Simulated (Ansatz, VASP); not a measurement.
# Two plane-wave programs on SnTe

The input INCAR:

```
  PREC = Accurate
  ENCUT = 520
  EDIFF = 1E-7
  ISMEAR = 0
  SIGMA = 0.05
  LREAL = F
  LASPH = T
  NELM = 100
  ALGO = Fast
  ISIF = 2
  LWAVE = F
  LCHARG = T
  LDIPOL = T
  IDIPOL = 3
  DIPOL = 0.5 0.5 0.500
  GGA = PS
  LELF = T
  LVHAR = T
  LVACPOTAV = T
  NBANDS = 50
```

KPOINTS

```
Automatic mesh
0
Gamma
  9 9 1
```

POSCAR

```
SnTe
1.0
    4.4463218307      0.0000000000      0.0000000000
   -2.2231609154      3.8506276588      0.0000000000
    0.0000000000      0.0000000000     27.7064230038
Te Sn
4 4
Direct
    0.3333333333      0.6666666667      0.2706953546
    0.0000000000      0.0000000000      0.4017265805
    0.6666666667      0.3333333333      0.5327578065
    0.3333333333      0.6666666667      0.6637890324
    0.6666666667      0.3333333333      0.3362109676
    0.3333333333      0.6666666667      0.4672421935
    0.0000000000      0.0000000000      0.5982734195
    0.6666666667      0.3333333333      0.7293046454
```

Input for Ansatz:

```yaml
crystal:
  lattice:
    - [4.4463218307, 0.0, 0.0]
    - [-2.2231609154, 3.8506276588, 0.0]
    - [0.0, 0.0, 27.7064230038]
  atoms:
    - { symbol: Te, position: [0.3333333333, 0.6666666667, 0.2706953546] }
    - { symbol: Sn, position: [0.6666666667, 0.3333333333, 0.3362109676] }
    - { symbol: Te, position: [0.0, 0.0, 0.4017265805] }
    - { symbol: Sn, position: [0.3333333333, 0.6666666667, 0.4672421935] }
    - { symbol: Te, position: [0.6666666667, 0.3333333333, 0.5327578065] }
    - { symbol: Sn, position: [0.0, 0.0, 0.5982734195] }
    - { symbol: Te, position: [0.3333333333, 0.6666666667, 0.6637890324] }
    - { symbol: Sn, position: [0.6666666667, 0.3333333333, 0.7293046454] }
basis:
  ecutwfc: 420
kpoints:
  mp_grid: { grid: [9, 9, 1] }
hamiltonian:
  xc: pbesol
scf:
  occupations: { method: gaussian, width: 0.05 }
output:
  forces: true
  stress: true
  eigenvalues: true
efield:
  axis: 3
  dipole_correction: true
```

Alike in both runs: task single point; functional PBEsol; k mesh 9 × 9 × 1; occupations gaussian, width 0.05 eV; no spin polarisation.

```csv
,VASP,Ansatz
version,VASP 6.6.1,Ansatz 0.2.0
potentials or method,"VASP PAW PBE potentials, release 64 (Te, Sn_d)","scalar-relativistic, plane waves, PAW"
plane-wave cutoff (eV),520,420
valence electrons in the cell,80,120
```

|  | VASP | Ansatz | Ansatz less VASP |
| --- | --- | --- | --- |
| gap on the k mesh at the Fermi level (eV) | none | none | - |
| rms of the force components (eV/Å) | 0.548 | 0.551 | +0.0026 |
| work function, face that differs most (eV) | 3.57 | 3.56 | -0.005 |

A gap of «none» marks a metal or a gap that the smearing closes. The functional is the same, so the differences come from potentials, cutoffs and numerics. The two sets of potentials don't hold the same shells in valence.

Caveats: the PAW data sets were made with another functional, which shifts forces and pressure a little (VASP). Spin-orbit coupling is left out, which matters for the levels of Te.
